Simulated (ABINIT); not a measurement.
The system is CoO.

```
Co O
1.0
     0.00000    2.13150    2.13150
     2.13150    0.00000    2.13150
     2.13150    2.13150    0.00000
Co O
1 1
Direct
  0.00000 0.00000 0.00000
  0.50000 0.50000 0.50000
```

Base run:

```yaml
Program: ABINIT 10.8.3 (patched build)
Functional: LDA
Potentials_or_basis: JTH PAW LDA v2.0
Cutoff: 626 eV
k_mesh: 9 × 9 × 9
Occupations: fermi-dirac, width 0.05 eV
Spin: collinear spin, ferromagnetic start
Starting_moments: "[2.0, 0.0] μB"
```

Its results: band gap on the k mesh none (metal or under the smearing width); net moment 2.84 μB per cell; site moments Co +2.48; O +0.29 μB.

Question: The run is repeated on the same cell with these changes: k mesh from 9 × 9 × 9 to 4 × 4 × 4. What comes out?

Answer: Band gap on the k mesh none (metal or under the smearing width); net moment 2.39 μB per cell; site moments Co +2.15; O +0.18 μB.

Caveats: some runs use coarse meshes; a cell with one magnetic atom can't hold antiferromagnetic order, which such compounds often take; semilocal functionals often make such compounds metallic where correlation or magnetic order opens a gap, which also shifts bond lengths.
